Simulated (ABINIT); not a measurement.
# AgCl (Fm-3m): G0W0 on several meshes in ABINIT

How does the mesh move the gap of AgCl (Fm-3m)?

Calculated with ABINIT 10.8.3; PBE and many-body steps on it, plane waves.

### 1. The starting structure

It takes space group Fm-3m (No. 225, cubic). The conventional cell has a = 5.545 Å, b = 5.545 Å, c = 5.545 Å, α = 90.00°, β = 90.00°, γ = 90.00°. Nearest to Ag lie 6 Cl at 2.77 Å. Nearest to Cl lie 6 Ag at 2.77 Å. Farther neighbours and most contacts between anions are not listed.

Coordinates:

```cif
data_structure
_symmetry_space_group_name_H-M 'Fm-3m'
_symmetry_Int_Tables_number 225
_cell_length_a 5.5453
_cell_length_b 5.5453
_cell_length_c 5.5453
_cell_angle_alpha 90.000
_cell_angle_beta 90.000
_cell_angle_gamma 90.000
_cell_volume 170.52
loop_
_atom_site_label
_atom_site_type_symbol
_atom_site_symmetry_multiplicity
_atom_site_Wyckoff_symbol
_atom_site_fract_x
_atom_site_fract_y
_atom_site_fract_z
_atom_site_occupancy
Ag1 Ag 4 a 0.00000 0.00000 0.00000 1
Cl1 Cl 4 b 0.50000 0.00000 0.00000 1
```

The cell and positions are those that the Materials Project relaxed with its own functionals (PBE, PBE+U or r2SCAN), kept fixed.

### 2. Empty states on the mesh, 6×6×6 mesh, 403 bands

This step: ABINIT 10.8.3; DFT, PBE, plane waves, norm-conserving pseudopotentials.

The sums over transitions need many empty states on a uniform mesh; this step solves for them.

The input, run.abi:

```
acell 3*1.0 Angstrom
rprim 
  0.000000000000 2.772662996800 2.772662996800
  2.772662996800 0.000000000000 2.772662996800
  2.772662996800 2.772662996800 0.000000000000
ntypat 2
znucl 47 17
natom 2
typat 1 2
xred 
  0.000000000000 0.000000000000 0.000000000000
  0.500000000000 0.500000000000 0.500000000000
pp_dirpath "pseudos"
pseudos "Ag.upf, Cl.upf"
ecut 37
ngkpt 6 6 6
nshiftk 1
shiftk 0 0 0
kptopt 1
chksymbreak 0
irdden 1
istwfk *1
nband 403
prtvol 0
optdriver 6
gwr_task "HDIAGO"
paral_kgb 0
occopt 1
indata_prefix "in"
outdata_prefix "out"
tmpdata_prefix "tmp"
```

Started as:

```sh
$ OMP_NUM_THREADS=1 mpirun -n 8 abinit run.abi > log
```

Output:

```text
.Version 10.8.3 of ABINIT. v10.8.2 released Aug 2026.

 Symmetries : space group Fm -3 m (#225); Bravais cF (face-center cubic)
[... echo of the input left out ...]
== DATASET  1 ==================================================================
-   mpi_nproc: 8, omp_nthreads: 1 (-1 if OMP is not activated)

--- !DatasetInfo
iteration_state: {dtset: 1, }
dimensions: {natom: 2, nkpt: 16, mband: 403, nsppol: 1, nspinor: 1, nspden: 1, mpw: 3119, }
cutoff_energies: {ecut:  37.0, pawecutdg:  -1.0, }
[...]
Indirect band gap semiconductor
 Fundamental gap:     0.913 (eV)
   VBM:     4.678 (eV) at k: [ 5.0000E-01,  0.0000E+00,  0.0000E+00]
   CBM:     5.591 (eV) at k: [ 0.0000E+00,  0.0000E+00,  0.0000E+00]
 Direct gap:         3.230 (eV) at k: [ 0.0000E+00,  0.0000E+00,  0.0000E+00]

== END DATASET(S) ==============================================================
================================================================================

 -outvars: echo values of variables after computation  --------
           etotal      0.0000000000E+00
            nband         403
             nkpt          16
          spgroup         225
 [... the other variables as echoed above ...]

 Calculation completed.
```

Run time: 46 s. Hardware: 8 MPI ranks of Arm Neoverse V2, shared host; peak memory 4.7 GiB.

This step gave:

```yaml
gap: 0.9128 eV
k_of_the_valence_top: 0.5, 0, 0
k_of_the_conduction_bottom: 0, 0, 0
least_direct_gap: 3.230 eV
k_points_computed: 16
lowest_point_of_the_top_converged_band_above_the_valence_top: 238.2175 eV
```

On this mesh the gap is 0.913 eV.

The density comes from a self-consistent run that is not shown.

### 3. Screening, 6×6×6 mesh, 169 bands, screening to 212.2 eV

The RPA dielectric matrix is built and inverted for each q.

This step: RPA screening on PBE, plane waves, norm-conserving pseudopotentials.

run.abi, as its differences from that of step 2:

```diff
@@ -20,10 +20,11 @@
 chksymbreak 0
-irdden 1
 istwfk *1
-nband 403
-prtvol 0
-optdriver 6
-gwr_task "HDIAGO"
-paral_kgb 0
 occopt 1
+irdwfk 1
+optdriver 3
+nband 169
+ecuteps 7.8
+inclvkb 2
+awtr 1
+symchi 1
 indata_prefix "in"
```

Output:

```text
.Version 10.8.3 of ABINIT. v10.8.2 released Aug 2026.

 Symmetries : space group Fm -3 m (#225); Bravais cF (face-center cubic)
[... echo of the input left out ...]
== DATASET  1 ==================================================================
-   mpi_nproc: 8, omp_nthreads: 1 (-1 if OMP is not activated)

--- !DatasetInfo
iteration_state: {dtset: 1, }
dimensions: {natom: 2, nkpt: 16, mband: 169, nsppol: 1, nspinor: 1, nspden: 1, mpw: 3119, }
cutoff_energies: {ecut:  37.0, pawecutdg:  -1.0, }
electrons: {nelect:   2.60000000E+01, charge:   0.00000000E+00, occopt:   1.00000000E+00, tsmear:   1.00000000E-02, }

 SCREENING: Calculation of the susceptibility and dielectric matrices

 Based on a program developped by R.W. Godby, V. Olevano, G. Onida, and L. Reining.
 Incorporated in ABINIT by V. Olevano, G.-M. Rignanese, and M. Torrent.
.Using double precision arithmetic ; gwpc =  8

[... cell and pseudopotentials left out ...]
--------------------------------------------------------------------------------

 ==== K-mesh for the wavefunctions ====
 Number of points in the irreducible wedge :    16
[... list of points left out ...]
 Together with 48 symmetry operations and time-reversal symmetry
 yields   216 points in the full Brillouin Zone.

 ==== Q-mesh for the screening function ====
 Number of points in the irreducible wedge :    16
[... list of points left out ...]
 Together with 48 symmetry operations and time-reversal symmetry
 yields   216 points in the full Brillouin Zone.

 setmesh: FFT mesh size selected  =    30x   30x   30
          total number of points  =        27000

 vcoul_init : cutoff-mode = AUXILIARY_FUNCTION
 q-points for optical limit:   1
     1)      0.000010    0.000020    0.000030

- screening: taking advantage of time-reversal symmetry
- Maximum band index for partially occupied states nbvw = 13
- Remaining bands to be divided among processors   nbcw = 156
- Number of bands treated by each node ~19

 Number of electrons calculated from density =   26.0000; Expected =   26.0000
 average of density, n =  0.090376
 r_s =    1.3824
 omega_plasma =   28.9990 [eV]

 calculating chi0 at frequencies [eV] :
  1    0.000000E+00    0.000000E+00
  2    0.000000E+00    2.899902E+01

--------------------------------------------------------------------------------
  q-point number  1        q = ( 0.000000, 0.000000, 0.000000) [r.l.u.]
--------------------------------------------------------------------------------
[... chi0 elements left out ...]
 For q-point:  0.000010 0.000020 0.000030
  dielectric constant =   4.9448
  dielectric constant without local fields =   5.4104

  Average fulfillment of the sum rule on Im[epsilon] for q-point    1 :     78.30  [%]
[... wings left out ...]
  q-point number  2        q = ( 0.166667, 0.000000, 0.000000) [r.l.u.]
--------------------------------------------------------------------------------
[... chi0 elements left out ...]
  Average fulfillment of the sum rule on Im[epsilon] for q-point    2 :     89.56  [%]

 [... 14 further q-points ...]
```

It took 2.9 min on 8 MPI ranks; peak memory 2.9 GiB; 23 min of CPU time.

This step gave:

* ε∞ with local fields, on this mesh, along the program's q direction: 4.945
* the same without local fields: 5.410
* plasma frequency: 29.00 eV
* plane waves in the screening matrix: 307

Local fields lower ε∞ by 9 %.

### 4. 6×6×6

The self-energy is evaluated for the states that the input lists, and the levels follow from it, in one-shot runs by the linearised quasiparticle equation.

This step: G0W0 on PBE, plane waves, norm-conserving pseudopotentials.

run.abi, as its differences from that of step 3:

```diff
@@ -23,8 +23,17 @@
 irdwfk 1
-optdriver 3
+optdriver 4
 nband 169
+gwcalctyp 0
+ecutsigx 37
+symsigma 1
+nkptgw 2
+kptgw 
+  0.5000000000 0.0000000000 0.0000000000
+  0.0000000000 0.0000000000 0.0000000000
+bdgw 
+  12 15
+  11 17
 ecuteps 7.8
-inclvkb 2
-awtr 1
-symchi 1
+irdscr 1
+ppmodel 1
 indata_prefix "in"
```

Output:

```text
.Version 10.8.3 of ABINIT. v10.8.2 released Aug 2026.

 Symmetries : space group Fm -3 m (#225); Bravais cF (face-center cubic)
[... echo of the input left out ...]
== DATASET  1 ==================================================================
-   mpi_nproc: 8, omp_nthreads: 1 (-1 if OMP is not activated)

--- !DatasetInfo
iteration_state: {dtset: 1, }
dimensions: {natom: 2, nkpt: 16, mband: 169, nsppol: 1, nspinor: 1, nspden: 1, mpw: 3119, }
cutoff_energies: {ecut:  37.0, pawecutdg:  -1.0, }
electrons: {nelect:   2.60000000E+01, charge:   0.00000000E+00, occopt:   1.00000000E+00, tsmear:   1.00000000E-02, }

 SIGMA: Calculation of the GW corrections

 Based on a program developped by R.W. Godby, V. Olevano, G. Onida, and L. Reining.
 Incorporated in ABINIT by V. Olevano, G.-M. Rignanese, and M. Torrent.
.Using double precision arithmetic ; gwpc =  8

[... cell and pseudopotentials left out ...]
--------------------------------------------------------------------------------

 ==== K-mesh for the wavefunctions ====
 Number of points in the irreducible wedge :    16
[... list of points left out ...]
 Together with 48 symmetry operations and time-reversal symmetry
 yields   216 points in the full Brillouin Zone.

 ==== Q-mesh for screening function ====
 Number of points in the irreducible wedge :    16
[... list of points left out ...]
 Together with 48 symmetry operations and time-reversal symmetry
 yields   216 points in the full Brillouin Zone.

 vcoul_init : cutoff-mode = AUXILIARY_FUNCTION
 q-points for optical limit:   1
     1)      0.000010    0.000020    0.000030
 setmesh: FFT mesh size selected  =    45x   45x   45
          total number of points  =        91125

 Number of electrons calculated from density =   26.0000; Expected =   26.0000
 average of density, n =  0.090376
 r_s =    1.3824
 omega_plasma =   28.9990 [eV]

 === KS Band Gaps ===
  >>>> For spin  1
   Minimum direct gap =   3.2296 [eV], located at k-point      :   0.0000  0.0000  0.0000
   Fundamental gap    =   0.9128 [eV], Top of valence bands at :   0.5000  0.0000  0.0000
                                       Bottom of conduction at :   0.0000  0.0000  0.0000
 SIGMA fundamental parameters:
 PLASMON POLE MODEL  1
 number of plane-waves for SigmaX                 3119
 number of plane-waves for SigmaC and W            307
 number of plane-waves for wavefunctions          3119
 number of bands                                   169
 number of independent spin polarizations            1
 number of spinorial components                      1
 number of k-points in IBZ                          16
 number of q-points in IBZ                          16
 number of symmetry operations                      48
 number of k-points in BZ                          216
 number of q-points in BZ                          216
 number of frequencies for dSigma/dE                 9
 frequency step for dSigma/dE [eV]                0.25
 number of omega for Sigma on real axis              0
 max omega for Sigma on real axis  [eV]           0.00
 zcut for avoiding poles [eV]                     0.10

 EPSILON^-1 parameters (SCR file):
 dimension of the eps^-1 matrix on file            307
 dimension of the eps^-1 matrix used               307
 number of plane-waves for wavefunctions          3119
 number of bands                                   169
 number of q-points in IBZ                          16
 number of frequencies                               2
 number of real frequencies                          1
 number of imag frequencies                          1

 matrix elements of self-energy operator (all in [eV])

 Perturbative Calculation

--- !SelfEnergy_ee
iteration_state: {dtset: 1, }
kpoint     : [   0.500,    0.000,    0.000, ]
spin       : 1
KS_gap     :    4.239
QP_gap     :    5.415
Delta_QP_KS:    1.176
data: !SigmaeeData |
     Band     E0 <VxcDFT>   SigX SigC(E0)      Z dSigC/dE  Sig(E)    E-E0       E
       12   4.678 -21.526 -26.477   3.630   0.796  -0.256 -22.577  -1.051   3.627
       13   4.678 -21.526 -26.477   3.630   0.796  -0.256 -22.577  -1.051   3.627
       14   8.917  -9.101  -4.939  -4.012   0.837  -0.194  -8.976   0.125   9.042
       15  11.220 -13.714  -7.722  -5.196   0.802  -0.247 -13.076   0.638  11.858

--- !SelfEnergy_ee
iteration_state: {dtset: 1, }
kpoint     : [   0.000,    0.000,    0.000, ]
spin       : 1
KS_gap     :    3.230
QP_gap     :    4.747
Delta_QP_KS:    1.517
data: !SigmaeeData |
     Band     E0 <VxcDFT>   SigX SigC(E0)      Z dSigC/dE  Sig(E)    E-E0       E
       11   2.361 -14.531 -18.773   2.592   0.790  -0.266 -15.834  -1.303   1.058
       12   2.361 -14.531 -18.773   2.592   0.790  -0.266 -15.834  -1.303   1.058
       13   2.361 -14.531 -18.773   2.592   0.790  -0.266 -15.834  -1.303   1.058
       14   5.591 -10.859  -6.734  -3.868   0.831  -0.204 -10.645   0.214   5.805
       15  15.379 -12.293  -6.949  -4.561   0.821  -0.218 -11.650   0.643  16.021
       16  15.379 -12.293  -6.949  -4.561   0.821  -0.218 -11.650   0.643  16.021
       17  15.379 -12.293  -6.949  -4.561   0.821  -0.218 -11.650   0.643  16.021

== END DATASET(S) ==============================================================
================================================================================

 -outvars: echo values of variables after computation  --------
           etotal      0.0000000000E+00
            nband         169
             nkpt          16
          spgroup         225
 [... the other variables as echoed above ...]

 Calculation completed.
```

The job ended after 22 s (8 MPI ranks; peak memory 3 GiB; 3 min of CPU time).

Numbers from this step:

| Quantity | Value |
| --- | --- |
| G0W0 gap on the points computed | 2.178 eV |
| starting gap on the mesh | 0.9128 eV |
| k of the valence top | 0.5, 0, 0 |
| k of the conduction bottom | 0, 0, 0 |
| Z at the valence top | 0.796 |
| Z at the conduction bottom | 0.831 |
| least direct G0W0 gap on the computed points | 4.747 eV |

The gap on the mesh goes from 0.91 eV to 2.18 eV, a correction of +1.27 eV.

### 5. Empty states on the mesh, 4×4×4 mesh, 177 bands

This step: DFT, PBE, plane waves, norm-conserving pseudopotentials.

run.abi, as its differences from that of step 4:

```diff
@@ -15,3 +15,3 @@
 ecut 37
-ngkpt 6 6 6
+ngkpt 4 4 4
 nshiftk 1
@@ -20,20 +20,10 @@
 chksymbreak 0
+irdden 1
 istwfk *1
+nband 177
+prtvol 0
+optdriver 6
+gwr_task "HDIAGO"
+paral_kgb 0
 occopt 1
-irdwfk 1
-optdriver 4
-nband 169
-gwcalctyp 0
-ecutsigx 37
-symsigma 1
-nkptgw 2
-kptgw 
-  0.5000000000 0.0000000000 0.0000000000
-  0.0000000000 0.0000000000 0.0000000000
-bdgw 
-  12 15
-  11 17
-ecuteps 7.8
-irdscr 1
-ppmodel 1
 indata_prefix "in"
```

Output:

```text
[banner, memory and clock lines left out]
.Version 10.8.3 of ABINIT. v10.8.2 released Aug 2026.

 Symmetries : space group Fm -3 m (#225); Bravais cF (face-center cubic)
[... echo of the input left out ...]
== DATASET  1 ==================================================================
-   mpi_nproc: 8, omp_nthreads: 1 (-1 if OMP is not activated)

--- !DatasetInfo
iteration_state: {dtset: 1, }
dimensions: {natom: 2, nkpt: 8, mband: 177, nsppol: 1, nspinor: 1, nspden: 1, mpw: 3119, }
cutoff_energies: {ecut:  37.0, pawecutdg:  -1.0, }
[...]
Integrated=    2.6000E+01

 === KS gaps after direct diagonalization ===
 Indirect band gap semiconductor
 Fundamental gap:     0.913 (eV)
   VBM:     4.678 (eV) at k: [ 5.0000E-01,  0.0000E+00,  0.0000E+00]
   CBM:     5.591 (eV) at k: [ 0.0000E+00,  0.0000E+00,  0.0000E+00]
 Direct gap:         3.230 (eV) at k: [ 0.0000E+00,  0.0000E+00,  0.0000E+00]

== END DATASET(S) ==============================================================

 -outvars: echo values of variables after computation  --------
           etotal      0.0000000000E+00
            nband         177
             nkpt           8
          spgroup         225
 [... the other variables as echoed above ...]

 Calculation completed.
```

Run time: 22 s. Hardware: 8 MPI ranks; peak memory 4.6 GiB; 2.9 min of CPU time.

This step gave:

```
gap                                                           : 0.9128 eV
k of the valence top                                          : 0.5, 0, 0
k of the conduction bottom                                    : 0, 0, 0
least direct gap                                              : 3.230 eV
k points computed                                             : 8
lowest point of the top converged band, above the valence top : 126.9572 eV
```

On this mesh the gap is 0.913 eV.

### 6. Screening, 4×4×4 mesh, 169 bands, screening to 212.2 eV

This step: RPA screening on PBE, plane waves, norm-conserving pseudopotentials.

run.abi, as its differences from that of step 5:

```diff
@@ -20,10 +20,11 @@
 chksymbreak 0
-irdden 1
 istwfk *1
-nband 177
-prtvol 0
-optdriver 6
-gwr_task "HDIAGO"
-paral_kgb 0
 occopt 1
+irdwfk 1
+optdriver 3
+nband 169
+ecuteps 7.8
+inclvkb 2
+awtr 1
+symchi 1
 indata_prefix "in"
```

Output:

```text
.Version 10.8.3 of ABINIT. v10.8.2 released Aug 2026.

 Symmetries : space group Fm -3 m (#225); Bravais cF (face-center cubic)
[... echo of the input left out ...]
== DATASET  1 ==================================================================
-   mpi_nproc: 8, omp_nthreads: 1 (-1 if OMP is not activated)

--- !DatasetInfo
iteration_state: {dtset: 1, }
dimensions: {natom: 2, nkpt: 8, mband: 169, nsppol: 1, nspinor: 1, nspden: 1, mpw: 3119, }
cutoff_energies: {ecut:  37.0, pawecutdg:  -1.0, }
electrons: {nelect:   2.60000000E+01, charge:   0.00000000E+00, occopt:   1.00000000E+00, tsmear:   1.00000000E-02, }

 SCREENING: Calculation of the susceptibility and dielectric matrices

 Based on a program developped by R.W. Godby, V. Olevano, G. Onida, and L. Reining.
 Incorporated in ABINIT by V. Olevano, G.-M. Rignanese, and M. Torrent.
.Using double precision arithmetic ; gwpc =  8

[... cell and pseudopotentials left out ...]
--------------------------------------------------------------------------------

 ==== K-mesh for the wavefunctions ====
 Number of points in the irreducible wedge :     8
[... list of points left out ...]
 Together with 48 symmetry operations and time-reversal symmetry
 yields    64 points in the full Brillouin Zone.

 ==== Q-mesh for the screening function ====
 Number of points in the irreducible wedge :     8
[... list of points left out ...]
 Together with 48 symmetry operations and time-reversal symmetry
 yields    64 points in the full Brillouin Zone.

 setmesh: FFT mesh size selected  =    30x   30x   30
          total number of points  =        27000

 vcoul_init : cutoff-mode = AUXILIARY_FUNCTION
 q-points for optical limit:   1
     1)      0.000010    0.000020    0.000030

- screening: taking advantage of time-reversal symmetry
- Maximum band index for partially occupied states nbvw = 13
- Remaining bands to be divided among processors   nbcw = 156
- Number of bands treated by each node ~19

 Number of electrons calculated from density =   26.0000; Expected =   26.0000
 average of density, n =  0.090376
 r_s =    1.3824
 omega_plasma =   28.9990 [eV]

 calculating chi0 at frequencies [eV] :
  1    0.000000E+00    0.000000E+00
  2    0.000000E+00    2.899902E+01

--------------------------------------------------------------------------------
  q-point number  1        q = ( 0.000000, 0.000000, 0.000000) [r.l.u.]
--------------------------------------------------------------------------------
[... chi0 elements left out ...]
 For q-point:  0.000010 0.000020 0.000030
  dielectric constant =   5.2726
  dielectric constant without local fields =   5.7425

  Average fulfillment of the sum rule on Im[epsilon] for q-point    1 :     78.30  [%]
[... wings left out ...]
  q-point number  2        q = ( 0.250000, 0.000000, 0.000000) [r.l.u.]
--------------------------------------------------------------------------------
[... chi0 elements left out ...]
  Average fulfillment of the sum rule on Im[epsilon] for q-point    2 :     87.11  [%]

 [... 6 further q-points ...]
```

Elapsed: 26 s, on 8 MPI ranks; peak memory 1.7 GiB; 3.4 min of CPU time.

Numbers from this step:

- ε∞ with local fields, on this mesh, along the program's q direction: 5.273
- the same without local fields: 5.742
- plasma frequency: 29.00 eV
- plane waves in the screening matrix: 307

(Part 1 of 2 ends here.)

[Paths, hosts, dates, memory and timing lines, banners, echoed tables and standing remarks are left out of the program output.]

[Logs are printed without paths, hosts, clocks, repeated set-up lines and the standing remarks that a program may print on its own settings, such as how far it seeks lower states.]

[Runs of the session that timed out or met a known fault of the program may be left out.]

[Hosts, paths, dates, database ids (printed as entryN), source tags and the programs' standing remarks are cut or masked in the printed files.]

[G0W0 gaps are taken among the corrected bands and points alone; a level outside them can change the order at an edge.]

[Where Ansatz stands beside ABINIT at settings called matched, ABINIT's density can come from a denser mesh and the files from another edition; pairs whose starting gaps differed by over 0.03 eV were left out, so agreement reads better than it is.]
